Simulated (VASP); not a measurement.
# CoSn (P6/mmm) in VASP: relaxation of cell and atoms with PBE

Aim: the relaxation of cell and atoms of CoSn with PBE.

Program: VASP 6.6.1. These are calculated values, not measurements. Logs are shortened: lines on timing, memory, paths and dates and some standing lists are left out, and cuts for length are marked.

## 1. The structure

The structure is hexagonal, space group P6/mmm (No. 191). Conventional cell: a = 5.288 Å, b = 5.288 Å, c = 4.226 Å, α = 90.00°, β = 90.00°, γ = 120.00°. Co (site symmetry mmm) is surrounded by 6 Sn at 2.61 to 2.64 Å and 4 Co at 2.64 Å. Sn (site symmetry -6m2) has 6 Co at 2.61 Å as nearest neighbours. Around Sn (site symmetry 6/mmm) lie 6 Co at 2.64 Å.

The cell is a database's computed one.

## 2. Relaxation of cell and atoms, PBE

INCAR

```
PREC = Accurate
ENCUT = 300
EDIFF = 1E-7
ISMEAR = 1
SIGMA = 0.1
LREAL = F
LASPH = T
NELM = 80
ALGO = Normal
ISIF = 3
LWAVE = F
LCHARG = F
GGA = PE
IBRION = 2
NSW = 90
EDIFFG = -0.005
KPAR = 2
```

KPOINTS

```
Automatic mesh
0
Gamma
  5 5 5
```

POSCAR

```
CoSn                                    
1.0
    5.2883694523      0.0000000000     -0.0000000000
   -2.6441847262      4.5798622903      0.0000000000
    0.0000000000     -0.0000000000      4.2256260541
  Co              Sn            
     3     3
Direct
     0.0000000000000000    0.5000000000000000    0.0000000000000000
     0.5000000000000000    0.5000000000000000    0.0000000000000000
     0.5000000000000000    1.0000000000000000    0.0000000000000000
     0.6666666699999979    0.3333333300000021    0.5000000000000000
     0.3333333300000021    0.6666666699999979    0.5000000000000000
     0.0000000000000000    1.0000000000000000    0.0000000000000000
```

Potentials or basis: VASP PAW PBE potentials, release 64 (Co, Sn).

Started as:

```
cat potpaw_PBE.64/Co/POTCAR potpaw_PBE.64/Sn/POTCAR > POTCAR
mpirun -np 2 vasp_std > vasp.out
```

OUTCAR:

```text
PREC = Accurate
   ENCUT = 300
   EDIFF = 1E-7
   ISMEAR = 1
   LREAL = F
   LASPH = T
   NELM = 80
   ISIF = 3
   GGA = PE
   IBRION = 2
   NSW = 90
   EDIFFG = -0.005

 ion  position               nearest neighbor table
   1  0.000  0.500  0.000-   4 2.61   5 2.61   4 2.61   5 2.61   3 2.64   3 2.64   2 2.64   2 2.64
                             6 2.64   6 2.64
   2  0.500  0.500  0.000-   4 2.61   5 2.61   4 2.61   5 2.61   6 2.64   6 2.64   1 2.64   1 2.64
                             3 2.64   3 2.64
   3  0.500  0.000  0.000-   4 2.61   5 2.61   4 2.61   5 2.61   1 2.64   1 2.64   6 2.64   6 2.64
                             2 2.64   2 2.64
   4  0.667  0.333  0.500-   1 2.61   1 2.61   3 2.61   3 2.61   2 2.61   2 2.61   5 3.05   5 3.05
                             5 3.05   6 3.71   6 3.71   6 3.71   6 3.71   6 3.71   6 3.71
   5  0.333  0.667  0.500-   1 2.61   1 2.61   3 2.61   3 2.61   2 2.61   2 2.61   4 3.05   4 3.05
                             4 3.05   6 3.71   6 3.71   6 3.71   6 3.71   6 3.71   6 3.71
   6  0.000  0.000  0.000-   2 2.64   2 2.64   3 2.64   3 2.64   1 2.64   1 2.64   5 3.71   4 3.71
                             5 3.71   4 3.71   4 3.71   5 3.71   5 3.71   4 3.71   5 3.71   5 3.71

  LATTYP: Found a hexagonal cell.
 ALAT       =     5.2883694523
 C/A-ratio  =     0.7990413855

  Lattice vectors:

 A1 = (   5.2883694523,   0.0000000000,   0.0000000000)
 A2 = (  -2.6441847262,   4.5798622903,   0.0000000000)
 A3 = (   0.0000000000,   0.0000000000,   4.2256260541)

Analysis of symmetry for initial positions (statically):
=====================================================================
 Subroutine PRICEL returns:
 Original cell was already a primitive cell.

 Routine SETGRP: Setting up the symmetry group for a
 hexagonal supercell.

 Subroutine GETGRP returns: Found 24 space group operations
 (whereof 24 operations were pure point group operations)
 out of a pool of 24 trial point group operations.

The static configuration has the point symmetry D_6h.

Analysis of symmetry for dynamics (positions and initial velocities):
=====================================================================
 Subroutine PRICEL returns:
 Original cell was already a primitive cell.

 Routine SETGRP: Setting up the symmetry group for a
 hexagonal supercell.

 Subroutine GETGRP returns: Found 24 space group operations
 (whereof 24 operations were pure point group operations)
 out of a pool of 24 trial point group operations.

The dynamic configuration has the point symmetry D_6h.
[... 166 lines left out ...]
    -2.644184726  4.579862290  0.000000000     0.000000000  0.218347177  0.000000000
     0.000000000  0.000000000  4.225626054     0.000000000  0.000000000  0.236651324

 POSITION                                       TOTAL-FORCE (eV/Angst)
 -----------------------------------------------------------------------------------
     -1.32209      2.28993      0.00000         0.000000      0.000000     -0.000000
      1.32209      2.28993      0.00000         0.000000      0.000000     -0.000000
      2.64418      0.00000      0.00000         0.000000      0.000000     -0.000000
      2.64418      1.52662      2.11281        -0.000000      0.000000      0.000000
     -0.00000      3.05324      2.11281         0.000000     -0.000000     -0.000000
      0.00000      0.00000      0.00000         0.000000      0.000000     -0.000000
 -----------------------------------------------------------------------------------
    total drift:                                0.000000      0.000000      0.000000

  FREE ENERGIE OF THE ION-ELECTRON SYSTEM (eV)
  ---------------------------------------------------
  free  energy   TOTEN  =       -33.3065461887 eV

  energy  without entropy=      -33.3133751421  energy(sigma->0) =      -33.30882251

--------------------------------------- Ionic step        2  -------------------------------------------

 number of electron      38.9999917 magnetization

 Free energy of the ion-electron system (eV)
  ---------------------------------------------------
  ext. energy  EPLUGINS =         0.00000000
  ---------------------------------------------------
  free energy    TOTEN  =       -33.30657683 eV

  energy without entropy =      -33.31347901  energy(sigma->0) =      -33.30887756

 E-fermi :   7.5597     XC(G=0): -11.6051

 val. band max:        7.5562188637   @ k =   0.2000   0.0000   0.0000
 cond. band min:       7.6989584290   @ k =   0.0000   0.0000   0.4000
 fundamental gap:      0.1427395654
 Fermi energy:         7.5596697201

 k-point     1 :       0.0000    0.0000    0.0000
  band No.  band energies     occupation
      1      -3.6074      2.00000
      2       0.9836      2.00000
      3       2.5198      2.00000
      4       3.6683      2.00000
      5       3.6683      2.00000
      6       4.3771      2.00000
[... 379 lines left out ...]
     22       8.6954     -0.00000
     23       9.8605      0.00000

------------------------ aborting loop because EDIFF is reached ----------------------------------------

  FORCE on cell =-STRESS in cart. coord.  units (eV):
  Direction    XX          YY          ZZ          XY          YZ          ZX
  --------------------------------------------------------------------------------------
  -------------------------------------------------------------------------------------
  Total       -0.0125433     -0.0125433     -0.0129552      0.0000000     -0.0000000      0.0000000
  in kB       -0.1962884     -0.1962884     -0.2027339      0.0000000     -0.0000000      0.0000000
  external PRESSURE =      -0.1984369 kB  Pullay stress =       0.0000000 kB

 VOLUME and BASIS-vectors are now :
 -----------------------------------------------------------------------------
  energy-cutoff  :      300.00
  volume of cell :      102.38
      direct lattice vectors                 reciprocal lattice vectors
     5.287492864  0.000000000  0.000000000     0.189125551  0.109191688 -0.000000000
    -2.643746432  4.579103142 -0.000000000    -0.000000000  0.218383375  0.000000000
     0.000000000  0.000000000  4.228623222    -0.000000000  0.000000000  0.236483590

 POSITION                                       TOTAL-FORCE (eV/Angst)
 -----------------------------------------------------------------------------------
     -1.32187      2.28955      4.22862         0.000000      0.000000     -0.000000
      1.32187      2.28955      4.22862         0.000000      0.000000     -0.000000
      2.64375      0.00000      4.22862         0.000000      0.000000     -0.000000
      2.64375      1.52637      2.11431         0.000000      0.000000     -0.000000
     -0.00000      3.05274      2.11431        -0.000000     -0.000000      0.000000
      0.00000      0.00000      4.22862         0.000000      0.000000     -0.000000
 -----------------------------------------------------------------------------------
    total drift:                                0.000000      0.000000     -0.000000

  FREE ENERGIE OF THE ION-ELECTRON SYSTEM (eV)
  ---------------------------------------------------
  free  energy   TOTEN  =       -33.3065768344 eV

  energy  without entropy=      -33.3134790102  energy(sigma->0) =      -33.30887756

 reached required accuracy - stopping structural energy minimisation
```

OSZICAR:

```text
N       E                     dE             d eps       ncg     rms          rms(c)
DAV:   1     0.178827835501E+03    0.17883E+03   -0.11457E+04   690   0.108E+03
DAV:   2    -0.237471572581E+02   -0.20257E+03   -0.19878E+03   690   0.301E+02
DAV:   3    -0.355384874152E+02   -0.11791E+02   -0.11594E+02   883   0.778E+01
[... 16 lines left out ...]
DAV:   3    -0.333065984447E+02    0.31966E-03   -0.23380E-03  1074   0.566E-01    0.370E-02
DAV:   4    -0.333065777549E+02    0.20690E-04   -0.84611E-05  1021   0.876E-02    0.661E-03
DAV:   5    -0.333065764118E+02    0.13430E-05   -0.40470E-06   895   0.201E-02    0.282E-03
DAV:   6    -0.333065768046E+02   -0.39275E-06   -0.60264E-07   845   0.429E-03    0.554E-04
DAV:   7    -0.333065768344E+02   -0.29850E-07   -0.33322E-08   401   0.163E-03
   2 F= -.33306577E+02 E0= -.33308878E+02  d E =-.306457E-04
```

CONTCAR:

```text
CoSn
   1.00000000000000
     5.2874928638664347    0.0000000000000096    0.0000000000000000
    -2.6437464319832005    4.5791031424478597   -0.0000000000000000
     0.0000000000000000    0.0000000000000000    4.2286232215073785
  Co              Sn
     3     3
Direct
     0.0000000000000000    0.5000000000000000    1.0000000000000000
     0.5000000000000000    0.5000000000000000    1.0000000000000000
     0.5000000000000000    0.0000000000000000    1.0000000000000000
     0.6666666699999979    0.3333333300000021    0.5000000000000000
     0.3333333300000021    0.6666666699999979    0.5000000000000000
     0.0000000000000000    0.0000000000000000    1.0000000000000000

  0.00000000E+00  0.00000000E+00  0.00000000E+00
  0.00000000E+00  0.00000000E+00  0.00000000E+00
  0.00000000E+00  0.00000000E+00  0.00000000E+00
  0.00000000E+00  0.00000000E+00  0.00000000E+00
  0.00000000E+00  0.00000000E+00  0.00000000E+00
  0.00000000E+00  0.00000000E+00  0.00000000E+00
```

Wall time 14 s (2 MPI ranks of Intel Xeon Platinum 8559C (Emerald Rapids), shared host); peak memory 0.15 GiB.

These settings aren't checked as converged: the numbers below hold their error.

What came out:

```yaml
Free_energy: -33.3066 eV
Relaxed_volume: 17.06 Å³/atom
Relaxed_cell: a = 5.287 Å, b = 5.287 Å, c = 4.229 Å, α = 90.00°, β = 90.00°, γ = 120.00°
Space_group_after_relaxing_to_0.05_Å: P6/mmm (No. 191)
Energy_gained_by_relaxing: 0.0 meV/atom
Ionic_steps: 2
Band_gap_on_the_k_mesh: none (metal or under the smearing width)
```

Caveat: the cutoff is under 1.25 times the usual one of these potentials, so pressure, stress and relaxed cells hold a basis-set (Pulay) error.
